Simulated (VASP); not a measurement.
# ZrSe2 (P-3m1) in VASP: relaxation of cell and atoms with PBE+D3(BJ)

Aim: the relaxation of cell and atoms of ZrSe2 with PBE+D3(BJ).

All numbers are computed with VASP 6.6.1; they aren't measurements. Logs are shortened: lines on timing, memory, paths and dates and some standing lists are left out, and cuts for length are marked.

### 1 Starting point

It takes space group P-3m1 (No. 164, trigonal). The conventional cell has a = 3.798 Å, b = 3.798 Å, c = 6.192 Å, α = 90.00°, β = 90.00°, γ = 120.00°. Around Zr (site symmetry -3m) lie 6 Se at 2.68 Å. Se (site symmetry 3m) has 3 Zr at 2.68 Å as nearest neighbours.

### 2 Relaxation of cell and atoms, PBE+D3(BJ)

Contents of INCAR:

```
SYSTEM = ZrSe2
  ALGO = Fast
  EDIFF = 1E-7
  EDIFFG = -0.004
  ENCUT = 600
  GGA = PE
  IBRION = 2
  ISIF = 3
  ISMEAR = 0
  IVDW = 12
  LASPH = .True.
  LCHARG = .False.
  LREAL = .False.
  LWAVE = .False.
  NELM = 80
  NSW = 80
  PREC = Accurate
  SIGMA = 0.02
```

Contents of KPOINTS:

```
k-points
0
Gamma
  9 9 6
  0 0 0
```

Contents of POSCAR:

```
ZrSe2
1.0
    3.7980000000      0.0000000000      0.0000000000
   -1.8990000000      3.2891644800      0.0000000000
    0.0000000000      0.0000000000      6.1920000000
Zr Se
1 2
Direct
    0.0000000000      0.0000000000      0.0000000000
    0.3333333300      0.6666666700      0.2500000000
    0.6666666700      0.3333333300      0.7500000000
```

Potentials or basis: VASP PAW PBE potentials, release 64 (Zr_sv, Se).

The run is started by

```bash
$ cat potpaw_PBE.64/Zr_sv/POTCAR potpaw_PBE.64/Se/POTCAR > POTCAR
$ mpirun -np 1 vasp_std > vasp.out
```

OUTCAR:

```text
SYSTEM = ZrSe2
   EDIFF = 1E-7
   EDIFFG = -0.004
   ENCUT = 600
   GGA = PE
   IBRION = 2
   ISIF = 3
   ISMEAR = 0
   IVDW = 12
   LASPH = .True.
   LREAL = .False.
   NELM = 80
   NSW = 80
   PREC = Accurate
 IVDW          = 12

 ion  position               nearest neighbor table
   1  0.000  0.000  0.000-   2 2.68   3 2.68   2 2.68   3 2.68   3 2.68   2 2.68
   2  0.333  0.667  0.250-   1 2.68   1 2.68   1 2.68
   3  0.667  0.333  0.750-   1 2.68   1 2.68   1 2.68

  LATTYP: Found a hexagonal cell.
 ALAT       =     3.7980000000
 C/A-ratio  =     1.6303317536

  Lattice vectors:

 A1 = (   3.7980000000,   0.0000000000,   0.0000000000)
 A2 = (  -1.8990000000,   3.2891644800,   0.0000000000)
 A3 = (   0.0000000000,   0.0000000000,   6.1920000000)

Analysis of symmetry for initial positions (statically):
=====================================================================
 Subroutine PRICEL returns:
 Original cell was already a primitive cell.

 Routine SETGRP: Setting up the symmetry group for a
 hexagonal supercell.

 Subroutine GETGRP returns: Found 12 space group operations
 (whereof 12 operations were pure point group operations)
 out of a pool of 24 trial point group operations.

The static configuration has the point symmetry D_3d.

Analysis of symmetry for dynamics (positions and initial velocities):
=====================================================================
 Subroutine PRICEL returns:
 Original cell was already a primitive cell.

 Routine SETGRP: Setting up the symmetry group for a
 hexagonal supercell.

 Subroutine GETGRP returns: Found 12 space group operations
 (whereof 12 operations were pure point group operations)
 out of a pool of 24 trial point group operations.

The dynamic configuration has the point symmetry D_3d.

 Subroutine INISYM returns: Found 12 space group operations
 (whereof 12 operations are pure point group operations),
 and found     1 'primitive' translations

----------------------------------------------------------------------------------------

                                     Primitive cell

  volume of cell :      77.3520

  direct lattice vectors                    reciprocal lattice vectors
     3.798000000  0.000000000  0.000000000     0.263296472  0.152014289  0.000000000
    -1.899000000  3.289164480  0.000000000     0.000000000  0.304028578  0.000000000
     0.000000000  0.000000000  6.192000000     0.000000000  0.000000000  0.161498708

  length of vectors
     3.798000000  3.797999997  6.192000000     0.304028578  0.304028578  0.161498708

  position of ions in fractional coordinates (direct lattice)
[... 84 lines left out ...]
   NSW    =     80    number of steps for IOM
   IBRION =      2    ionic relax: 0-MD 1-quasi-New 2-CG
   NFREE  =      1    steps in history (QN), initial steepest desc. (CG)
   ISIF   =      3    stress and relaxation
   ISYM   =      2    0-nonsym 1-usesym 2-fastsym
   POTIM  = 0.5000    time-step for ionic-motion
   TEBEG  =    0.0;   TEEND  =   0.0 temperature during run
   PSTRESS=    0.0 pullay stress
   NELECT =      24.0000    total number of electrons
   NUPDOWN=      -1.0000    fix difference up-down
   EMIN   =  10.00;   EMAX   =-10.00  energy-range for DOS
   EFERMI =   0.00;   METHOD = LEGACY
   ISMEAR =     0;   SIGMA  =   0.02  broadening in eV -4-tet -1-fermi 0-gaus
   EFERMI_NEDOS =   21; number of points for ismear=-14 and -15
   IALGO  =     68    algorithm
   IMIX   =      4    mixing-type and parameters
     AMIX     =   0.40;   BMIX     =  1.00
     AMIX_MAG =   1.60;   BMIX_MAG =  1.00
  volume/ion in A,a.u.               =      25.78       174.00
  Fermi-wavevector in a.u.,A,eV,Ry     =   1.108293  2.094371 16.712230  1.228314
  Thomas-Fermi vector in A             =   2.244819
   LORBIT       =      0    0 simple, 1 ext, 2 COOP (PROOUT), +10 PAW based schemes
   GGA     = PE    functional components
   LHFCALC =     F    Hartree Fock is set to
   AEXX    =    0.0000 exact exchange contribution
   IVDW    =    12    specifies the selected vdW correction
   LEPSILON=     F    determine dielectric tensor
   LRPA    =     F    only Hartree local field effects (RPA)
 conjugate gradient relaxation of ions
 non-spin polarized calculation
 RMM-DIIS sequential band-by-band and
 Gauss-broadening in eV      SIGMA  =   0.02
  energy-cutoff  :      600.00
  volume of cell :       77.35
 maximum number of plane-waves:      2610
   NGX = 15   NGY = 15   NGZ = 25

--------------------------------------- Ionic step        1  -------------------------------------------

 number of electron      24.0000000 magnetization

 Free energy of the ion-electron system (eV)
  ---------------------------------------------------
  ext. energy  EPLUGINS =         0.00000000
  ---------------------------------------------------
  free energy    TOTEN  =       -19.56687194 eV

  energy without entropy =      -19.56687194  energy(sigma->0) =      -19.56687194

------------------------ aborting loop because EDIFF is reached ----------------------------------------

 Edisp (eV)   -1.14257

 E8    (eV) :    -0.5144
[... 108 lines left out ...]
  FREE ENERGIE OF THE ION-ELECTRON SYSTEM (eV)
  ---------------------------------------------------
  free  energy   TOTEN  =       -20.7295582630 eV

  energy  without entropy=      -20.7295582630  energy(sigma->0) =      -20.72955826

[... ionic steps 4 to 12 ...]

--------------------------------------- Ionic step       13  -------------------------------------------

 number of electron      23.9999998 magnetization

------------------------ aborting loop because EDIFF is reached ----------------------------------------
[... 77 lines left out ...]
--------------------------------------- Ionic step       15  -------------------------------------------

 number of electron      23.9999999 magnetization

 Free energy of the ion-electron system (eV)
  ---------------------------------------------------
  ext. energy  EPLUGINS =         0.00000000
  ---------------------------------------------------
  free energy    TOTEN  =       -19.52883466 eV

  energy without entropy =      -19.52883017  energy(sigma->0) =      -19.52883241

 E-fermi :   5.0332     XC(G=0):  -9.7798

 val. band max:        5.0018918094   @ k =   0.0000   0.0000   0.0000
 cond. band min:       5.0733139611   @ k =   0.4444   0.0000   0.5000
 fundamental gap:      0.0714221517
 Fermi energy:         5.0331514062

 k-point     1 :       0.0000    0.0000    0.0000
  band No.  band energies     occupation
      1     -44.5825      2.00000
      2     -22.6400      2.00000
      3     -22.5198      2.00000
      4     -22.5198      2.00000
      5      -8.5495      2.00000
      6      -7.1515      2.00000
[... 433 lines left out ...]
      3     -22.6078      2.00000
      4     -22.5564      2.00000
      5      -7.8411      2.00000
      6      -7.2178      2.00000
[... 8 lines left out ...]
     15       7.6342      0.00000
     16       8.5235      0.00000

 [... further k-points ...]

------------------------ aborting loop because EDIFF is reached ----------------------------------------

 Edisp (eV)   -1.21435

 E8    (eV) :    -0.5471
[... 26 lines left out ...]
  FREE ENERGIE OF THE ION-ELECTRON SYSTEM (eV)
  ---------------------------------------------------
  free  energy   TOTEN  =       -20.7431862529 eV

  energy  without entropy=      -20.7431817649  energy(sigma->0) =      -20.74318401

 reached required accuracy - stopping structural energy minimisation
```

OSZICAR:

```text
N       E                     dE             d eps       ncg     rms          rms(c)
DAV:   1     0.191656721394E+03    0.19166E+03   -0.12614E+04  1984   0.152E+03
DAV:   2    -0.976121029448E+01   -0.20142E+03   -0.19903E+03  2608   0.318E+02
DAV:   3    -0.208433742766E+02   -0.11082E+02   -0.11013E+02  3432   0.705E+01
DAV:   4    -0.211791457613E+02   -0.33577E+00   -0.33571E+00  2672   0.979E+00
[... 206 lines left out ...]
  14 F= -.20743186E+02 E0= -.20743184E+02  d E =-.177254E-03
       N       E                     dE             d eps       ncg     rms          rms(c)
DAV:   1    -0.195288350355E+02    0.13539E-04   -0.39699E-05  2640   0.448E-02    0.372E-03
RMM:   2    -0.195288346986E+02    0.33693E-06   -0.15698E-06  2177   0.841E-03    0.175E-03
RMM:   3    -0.195288346563E+02    0.42265E-07   -0.40145E-07  1774   0.376E-03
  15 F= -.20743186E+02 E0= -.20743184E+02  d E =-.177238E-03
```

It took 13 min on 1 thread of Intel Xeon Platinum 8488C (Sapphire Rapids), shared host; peak memory 0.3 GiB.

What came out:

```yaml
Free_energy: -20.7432 eV
Relaxed_volume: 24.37 Å³/atom
Relaxed_cell: a = 3.740 Å, b = 3.740 Å, c = 6.037 Å, α = 90.00°, β = 90.00°, γ = 120.00°
Space_group_after_relaxing_to_0.05_Å: P-3m1 (No. 164)
Energy_gained_by_relaxing: 11.2 meV/atom
Ionic_steps: 15
Pressure_after_relaxing: 0.0 GPa
Largest_force_after_relaxing: 0.004 eV/Å
Band_gap_on_the_k_mesh: 0.07 eV, indirect (least direct gap 0.94 eV)
Dispersion_energy_per_atom: -0.405 eV
```

Forces on the atoms (eV/Å):
```
Zr   0.000  0.000  0.000
Se   0.000  0.000  0.004
Se   0.000  0.000 -0.004
```

The path:
```tsv
step	energy change (eV)	largest force (eV/Å)	pressure (GPa)	volume (Å³)
1	0.0000	0.3159	-0.45	77.35
2	-0.0147	0.2216	-0.25	76.54
3	-0.0201	0.1192	-0.05	75.72
4	-0.0235	0.0750	-0.26	75.49
5	-0.0294	0.0573	-0.85	74.79
6	-0.0299	0.1054	-1.05	74.55
7	-0.0310	0.0905	-0.89	74.28
8	-0.0333	0.0469	-0.42	73.49
9	-0.0311	0.0424	0.60	71.92
10	-0.0336	0.0225	-0.15	73.09
11	-0.0336	0.0169	-0.13	73.10
12	-0.0337	0.0056	-0.06	73.11
13	-0.0337	0.0174	0.08	73.13
14	-0.0337	0.0044	0.00	73.12
15	-0.0337	0.0038	-0.01	73.12
```

Final structure:
```cif
data_structure
_symmetry_space_group_name_H-M 'P 1'
_symmetry_Int_Tables_number 1
_cell_length_a 3.7397
_cell_length_b 3.7397
_cell_length_c 6.0370
_cell_angle_alpha 90.000
_cell_angle_beta 90.000
_cell_angle_gamma 120.000
_cell_volume 73.12
loop_
_atom_site_label
_atom_site_type_symbol
_atom_site_fract_x
_atom_site_fract_y
_atom_site_fract_z
_atom_site_occupancy
Zr1 Zr 0.00000 0.00000 0.00000 1
Se1 Se 0.33333 0.66667 0.26463 1
Se2 Se 0.66667 0.33333 0.73537 1
```

Caveat: an odd mesh through Γ misses points on the zone boundary, where band edges often lie.
